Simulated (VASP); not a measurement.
# SrO (Fm-3m) in VASP: band structure with LDA

Aim: the band structure of SrO with LDA.

Everything below comes from runs of VASP 6.6.1. Logs are shortened: lines on timing, memory, paths and dates and some standing lists are left out, and cuts for length are marked.

## (1) The crystal as given

The structure is cubic, space group Fm-3m (No. 225). The conventional cell has a = 5.076 Å, b = 5.076 Å, c = 5.076 Å, α = 90.00°, β = 90.00°, γ = 90.00°. Around Sr (site symmetry m-3m) lie 6 O at 2.54 Å. Around O (site symmetry m-3m) lie 6 Sr at 2.54 Å.

The cell was built by a generator and needn't be a form met in nature.

## (2) Band structure, LDA

Input file POSCAR:

```
SrO                                     
1.0
   -0.0000000000      2.5377993194      2.5377993194
    2.5377993194      0.0000000000      2.5377993194
    2.5377993194      2.5377993194      0.0000000000
  Sr              O             
     1     1
Direct
     0.0000000000000000    0.0000000000000000    0.0000000000000000
     0.5000000000000000    0.5000000000000000    0.5000000000000000
```

Input file INCAR.step1:

```
SYSTEM = SrO
ALGO = Normal ; EDIFF = 1E-7
ENCUT = 520 ; GGA = CA
ISIF = 2 ; ISMEAR = 0
LASPH = .TRUE. ; LCHARG = .TRUE.
LREAL = .FALSE. ; LWAVE = .FALSE.
NBANDS = 15 ; NELM = 80
PREC = Accurate ; SIGMA = 0.02
```

Input file KPOINTS.step1:

```
k-points
0
G
  10 10 10
  0 0 0
```

Input file INCAR.step2:

```
SYSTEM = SrO
ALGO = Normal ; EDIFF = 1E-7
ENCUT = 520 ; GGA = CA
ICHARG = 11 ; ISIF = 2
ISMEAR = 0 ; LASPH = .TRUE.
LCHARG = .FALSE. ; LREAL = .FALSE.
LWAVE = .FALSE. ; NBANDS = 15
NELM = 80 ; PREC = Accurate
SIGMA = 0.05
```

Input file KPOINTS.step2:

```
path GXWKGLUWLK,UX
10
line-mode
reciprocal
 0.0000000000  0.0000000000  0.0000000000  G
 0.5000000000  0.0000000000  0.5000000000  X

 0.5000000000  0.0000000000  0.5000000000  X
 0.5000000000  0.2500000000  0.7500000000  W

 0.5000000000  0.2500000000  0.7500000000  W
 0.3750000000  0.3750000000  0.7500000000  K

 0.3750000000  0.3750000000  0.7500000000  K
 0.0000000000  0.0000000000  0.0000000000  G

 0.0000000000  0.0000000000  0.0000000000  G
 0.5000000000  0.5000000000  0.5000000000  L

 0.5000000000  0.5000000000  0.5000000000  L
 0.6250000000  0.2500000000  0.6250000000  U

 0.6250000000  0.2500000000  0.6250000000  U
 0.5000000000  0.2500000000  0.7500000000  W

 0.5000000000  0.2500000000  0.7500000000  W
 0.5000000000  0.5000000000  0.5000000000  L

 0.5000000000  0.5000000000  0.5000000000  L
 0.3750000000  0.3750000000  0.7500000000  K

 0.6250000000  0.2500000000  0.6250000000  U
 0.5000000000  0.0000000000  0.5000000000  X
```

Potentials or basis: VASP PAW LDA potentials, release 64 (Sr_sv, O).

Command:

```sh
$ cat potpaw_LDA.64/Sr_sv/POTCAR potpaw_LDA.64/O/POTCAR > POTCAR
$ cp INCAR.step1 INCAR
$ cp KPOINTS.step1 KPOINTS
$ mpirun -np 1 vasp_std > vasp.out
$ cp INCAR.step2 INCAR
$ cp KPOINTS.step2 KPOINTS
$ mpirun -np 1 vasp_std > vasp.out
```

OUTCAR:

```text
SYSTEM = SrO
   EDIFF = 1E-7
   ENCUT = 520
   GGA = CA
   ICHARG = 11
   ISIF = 2
   ISMEAR = 0
   LASPH = .TRUE.
   LREAL = .FALSE.
   NELM = 80
   PREC = Accurate

 ion  position               nearest neighbor table
   1  0.000  0.000  0.000-   2 2.54   2 2.54   2 2.54   2 2.54   2 2.54   2 2.54
   2  0.500  0.500  0.500-   1 2.54   1 2.54   1 2.54   1 2.54   1 2.54   1 2.54

  LATTYP: Found a face centered cubic cell.
 ALAT       =     5.0755986388

  Lattice vectors:

 A1 = (   0.0000000000,   2.5377993194,   2.5377993194)
 A2 = (   2.5377993194,   0.0000000000,   2.5377993194)
 A3 = (   2.5377993194,   2.5377993194,   0.0000000000)

Analysis of symmetry for initial positions (statically):
=====================================================================
 Subroutine PRICEL returns:
 Original cell was already a primitive cell.

 Routine SETGRP: Setting up the symmetry group for a
 face centered cubic supercell.

 Subroutine GETGRP returns: Found 48 space group operations
 (whereof 48 operations were pure point group operations)
 out of a pool of 48 trial point group operations.

The static configuration has the point symmetry O_h .

Analysis of symmetry for dynamics (positions and initial velocities):
=====================================================================
 Subroutine PRICEL returns:
 Original cell was already a primitive cell.

 Routine SETGRP: Setting up the symmetry group for a
 face centered cubic supercell.

 Subroutine GETGRP returns: Found 48 space group operations
 (whereof 48 operations were pure point group operations)
 out of a pool of 48 trial point group operations.

The dynamic configuration has the point symmetry O_h .

 Subroutine INISYM returns: Found 48 space group operations
 (whereof 48 operations are pure point group operations),
 and found     1 'primitive' translations

----------------------------------------------------------------------------------------

                                     Primitive cell

  volume of cell :      32.6890

  direct lattice vectors                    reciprocal lattice vectors
     0.000000000  2.537799319  2.537799319    -0.197021095  0.197021095  0.197021095
     2.537799319  0.000000000  2.537799319     0.197021095 -0.197021095  0.197021095
     2.537799319  2.537799319  0.000000000     0.197021095  0.197021095 -0.197021095

  length of vectors
     3.588990216  3.588990216  3.588990216     0.341250546  0.341250546  0.341250546

  position of ions in fractional coordinates (direct lattice)
     0.000000000  0.000000000  0.000000000
     0.500000000  0.500000000  0.500000000

  ion indices of the primitive-cell ions
   primitive index   ion index
                 1           1
                 2           2

----------------------------------------------------------------------------------------

 KPOINTS: path GXWKGLUWLK,UX

Interpolating k-points between supplied coordinates.

 Line segments in fractional coordinates (reciprocal lattice):
    0.000000  0.000000  0.000000  ...  0.500000  0.000000  0.500000
    0.500000  0.000000  0.500000  ...  0.500000  0.250000  0.750000
    0.500000  0.250000  0.750000  ...  0.375000  0.375000  0.750000
    0.375000  0.375000  0.750000  ...  0.000000  0.000000  0.000000
    0.000000  0.000000  0.000000  ...  0.500000  0.500000  0.500000
    0.500000  0.500000  0.500000  ...  0.625000  0.250000  0.625000
    0.625000  0.250000  0.625000  ...  0.500000  0.250000  0.750000
    0.500000  0.250000  0.750000  ...  0.500000  0.500000  0.500000
    0.500000  0.500000  0.500000  ...  0.375000  0.375000  0.750000
    0.625000  0.250000  0.625000  ...  0.500000  0.000000  0.500000

 Generated    10 points on each line segment, for a total of    100 k-points:

 Following reciprocal coordinates:
            Coordinates               Weight
  0.000000  0.000000  0.000000      0.010000
  0.055556  0.000000  0.055556      0.010000
  0.111111  0.000000  0.111111      0.010000
  0.166667  0.000000  0.166667      0.010000
  0.222222  0.000000  0.222222      0.010000
  0.277778  0.000000  0.277778      0.010000
[... 16 lines left out ...]
  0.472222  0.277778  0.750000      0.010000
  0.458333  0.291667  0.750000      0.010000
 [... further k-points ...]
   k-points           NKPTS =    100   k-points in BZ     NKDIM =    100   number of bands    NBANDS=     15
   number of dos      NEDOS =    301   number of ions     NIONS =      2
   total plane-waves  NPLWV =  21952
   dimension x,y,z NGX =    28 NGY =   28 NGZ =   28
   dimension x,y,z NGXF=    56 NGYF=   56 NGZF=   56
   ions per type =               1   1
   NGX,Y,Z   is equivalent  to a cutoff of  12.97, 12.97, 12.97 a.u.
   NGXF,Y,Z  is equivalent  to a cutoff of  25.94, 25.94, 25.94 a.u.
 SYSTEM =  SrO
   PREC   = accura    normal or accurate (medium, high low for compatibility)
   ISTART =      0    job   : 0-new  1-cont  2-samecut
   ICHARG =     11    charge: 1-file 2-atom 10-const
   ISPIN  =      1    spin polarized calculation?
   LNONCOLLINEAR =      F non collinear calculations
   LSORBIT =      F    spin-orbit coupling
   LASPH  =      T    aspherical Exc in radial PAW
   ENCUT  =  520.0 eV  38.22 Ry    6.18 a.u.   6.67  6.67  6.67*2*pi/ulx,y,z
   NELM   =     80;   NELMIN=  2; NELMDL=  0     # of ELM steps
   EDIFF  = 0.1E-06   stopping-criterion for ELM
   LREAL  =      F    real-space projection
[... 7 lines left out ...]
   TEBEG  =    0.0;   TEEND  =   0.0 temperature during run
   PSTRESS=    0.0 pullay stress
   NELECT =      16.0000    total number of electrons
   NUPDOWN=      -1.0000    fix difference up-down
   EMIN   =  10.00;   EMAX   =-10.00  energy-range for DOS
   EFERMI =   0.00;   METHOD = LEGACY
   ISMEAR =     0;   SIGMA  =   0.05  broadening in eV -4-tet -1-fermi 0-gaus
   EFERMI_NEDOS =   21; number of points for ismear=-14 and -15
   IALGO  =     38    algorithm
   IMIX   =      4    mixing-type and parameters
     AMIX     =   0.40;   BMIX     =  1.00
     AMIX_MAG =   1.60;   BMIX_MAG =  1.00
  volume/ion in A,a.u.               =      16.34       110.30
  Fermi-wavevector in a.u.,A,eV,Ry     =   1.290172  2.438071 22.647487  1.664543
  Thomas-Fermi vector in A             =   2.422020
   LORBIT       =      0    0 simple, 1 ext, 2 COOP (PROOUT), +10 PAW based schemes
   GGA     = CA    functional components
   LHFCALC =     F    Hartree Fock is set to
   AEXX    =    0.0000 exact exchange contribution
   IVDW    =     0    specifies the selected vdW correction
   LEPSILON=     F    determine dielectric tensor
   LRPA    =     F    only Hartree local field effects (RPA)
 non-spin polarized calculation
 Gauss-broadening in eV      SIGMA  =   0.05
  energy-cutoff  :      520.00
  volume of cell :       32.69
 maximum number of plane-waves:       903
 NGX is ok and might be reduce to    28

 number of electron      15.9999995 magnetization

 Free energy of the ion-electron system (eV)
  ---------------------------------------------------
  ext. energy  EPLUGINS =         0.00000000
  ---------------------------------------------------
  free energy    TOTEN  =       -12.88430241 eV

  energy without entropy =      -12.88430241  energy(sigma->0) =      -12.88430241

 E-fermi :   1.8084     XC(G=0): -10.7117

 val. band max:        1.5374293833   @ k =   0.0000   0.0000   0.0000
 cond. band min:       4.6042040333   @ k =   0.5000   0.0000   0.5000
 fundamental gap:      3.0667746500
 Fermi energy:         1.8084209321

 k-point     1 :       0.0000    0.0000    0.0000
  band No.  band energies     occupation
      1     -30.4197      2.00000
      2     -13.2727      2.00000
      3     -12.1007      2.00000
      4     -12.1007      2.00000
      5     -12.1007      2.00000
      6       1.5374      2.00000
      7       1.5374      2.00000
      8       1.5374      2.00000
      9       5.6198      0.00000
     10       7.7222      0.00000
     11       7.7222      0.00000
     12       7.7222      0.00000
     13      10.0364      0.00000
     14      10.0364      0.00000
     15      14.1558      0.00000

 k-point     2 :       0.0556    0.0000    0.0556
  band No.  band energies     occupation
      1     -30.4129      2.00000
      2     -13.4018      2.00000
      3     -12.1142      2.00000
      4     -12.1142      2.00000
      5     -11.9692      2.00000
      6       1.3177      2.00000
      7       1.5200      2.00000
      8       1.5200      2.00000
      9       5.8184      0.00000
     10       7.5508      0.00000
     11       7.8669      0.00000
     12       7.8669      0.00000
     13      10.0821      0.00000
     14      10.2313      0.00000
     15      14.4549      0.00000

 k-point     3 :       0.1111    0.0000    0.1111
  band No.  band energies     occupation
      1     -30.3935      2.00000
      2     -13.6578      2.00000
      3     -12.1529      2.00000
      4     -12.1529      2.00000
      5     -11.7192      2.00000
      6       0.8388      2.00000
      7       1.4778      2.00000
      8       1.4778      2.00000
      9       6.2727      0.00000
     10       7.1190      0.00000
     11       8.2825      0.00000
     12       8.2825      0.00000
     13      10.2167      0.00000
     14      10.7573      0.00000
     15      15.2672      0.00000
[... 343 lines left out ...]
 k-point    23 :       0.4722    0.2778    0.7500
  band No.  band energies     occupation
      1     -30.1960      2.00000
      2     -14.0517      2.00000
      3     -12.9564      2.00000
      4     -12.8072      2.00000
      5     -11.4757      2.00000
      6       0.3447      2.00000
      7       1.1282      2.00000
      8       1.1283      2.00000
      9       7.0468      0.00000
     10       8.0777      0.00000
     11      10.4550      0.00000
     12      12.9279      0.00000
     13      13.1984      0.00000
     14      14.5654      0.00000
     15      16.2494      0.00000

 k-point    24 :       0.4583    0.2917    0.7500
  band No.  band energies     occupation
      1     -30.1967      2.00000
      2     -14.0647      2.00000
      3     -12.9803      2.00000
      4     -12.7421      2.00000
      5     -11.4981      2.00000
      6       0.3684      2.00000
      7       1.1070      2.00000
      8       1.1249      2.00000
      9       6.8381      0.00000
     10       8.3558      0.00000
     11      10.4678      0.00000
     12      12.8112      0.00000
     13      13.1485      0.00000
     14      14.5753      0.00000
     15      16.1550      0.00000

 [... further k-points ...]
[... 5 lines left out ...]
  --------------------------------------------------------------------------------------
  -------------------------------------------------------------------------------------
  Total        2.6392846      2.6392846      2.6392846     -0.0000000      0.0000000     -0.0000000
  in kB      129.3585006    129.3585006    129.3585006     -0.0000000      0.0000000     -0.0000000
  external PRESSURE =     129.3585006 kB  Pullay stress =       0.0000000 kB

 VOLUME and BASIS-vectors are now :
 -----------------------------------------------------------------------------
  energy-cutoff  :      520.00
  volume of cell :       32.69
      direct lattice vectors                 reciprocal lattice vectors
     0.000000000  2.537799319  2.537799319    -0.197021095  0.197021095  0.197021095
     2.537799319  0.000000000  2.537799319     0.197021095 -0.197021095  0.197021095
     2.537799319  2.537799319  0.000000000     0.197021095  0.197021095 -0.197021095

 POSITION                                       TOTAL-FORCE (eV/Angst)
 -----------------------------------------------------------------------------------
      0.00000      0.00000      0.00000        -0.000000     -0.000000     -0.000000
      2.53780      2.53780      2.53780         0.000000      0.000000      0.000000
 -----------------------------------------------------------------------------------
    total drift:                                0.000000      0.000000      0.000000

  FREE ENERGIE OF THE ION-ELECTRON SYSTEM (eV)
  ---------------------------------------------------
  free  energy   TOTEN  =       -12.8843024090 eV

  energy  without entropy=      -12.8843024090  energy(sigma->0) =      -12.88430241
```

Run time: 34 s. Hardware: 1 thread of Intel Xeon Platinum 8488C (Sapphire Rapids), shared host; peak memory 0.17 GiB.

What came out:

| Property | Result |
| --- | --- |
| Band gap on the k mesh | 3.07 eV, indirect (least direct gap 3.12 eV) |
| Band gap along the path | 3.07 eV, indirect (least direct gap 3.12 eV) |

Levels at the corners of the path, in eV from the valence-band top:
```csv
point,band 5,band 6,band 7,band 8,band 9,band 10,band 11,band 12
Γ,-13.64,0.00,0.00,0.00,4.08,6.18,6.18,6.18
X,-14.07,-0.35,-0.05,-0.05,3.07,8.06,10.44,10.52
X,-14.07,-0.35,-0.05,-0.05,3.07,8.06,10.44,10.52
W,-12.99,-1.21,-0.40,-0.40,6.00,6.00,8.91,11.48
W,-12.99,-1.21,-0.40,-0.40,6.00,6.00,8.91,11.48
K,-13.21,-1.00,-0.60,-0.42,4.69,8.00,9.04,10.42
K,-13.21,-1.00,-0.60,-0.42,4.69,8.00,9.04,10.42
Γ,-13.64,0.00,0.00,0.00,4.08,6.18,6.18,6.18
Γ,-13.64,0.00,0.00,0.00,4.08,6.18,6.18,6.18
L,-12.32,-2.32,-1.24,-1.24,6.61,8.58,9.03,9.03
L,-12.32,-2.32,-1.24,-1.24,6.61,8.58,9.03,9.03
U,-13.21,-1.00,-0.60,-0.42,4.69,8.00,9.04,10.42
U,-13.21,-1.00,-0.60,-0.42,4.69,8.00,9.04,10.42
W,-12.99,-1.21,-0.40,-0.40,6.00,6.00,8.91,11.48
W,-12.99,-1.21,-0.40,-0.40,6.00,6.00,8.91,11.48
L,-12.32,-2.32,-1.24,-1.24,6.61,8.58,9.03,9.03
L,-12.32,-2.32,-1.24,-1.24,6.61,8.58,9.03,9.03
K,-13.21,-1.00,-0.60,-0.42,4.69,8.00,9.04,10.42
U,-13.21,-1.00,-0.60,-0.42,4.69,8.00,9.04,10.42
X,-14.07,-0.35,-0.05,-0.05,3.07,8.06,10.44,10.52
```

Caveat: the log is that of the step along the path at fixed density, whose energy, stress, charges and moments have no meaning.
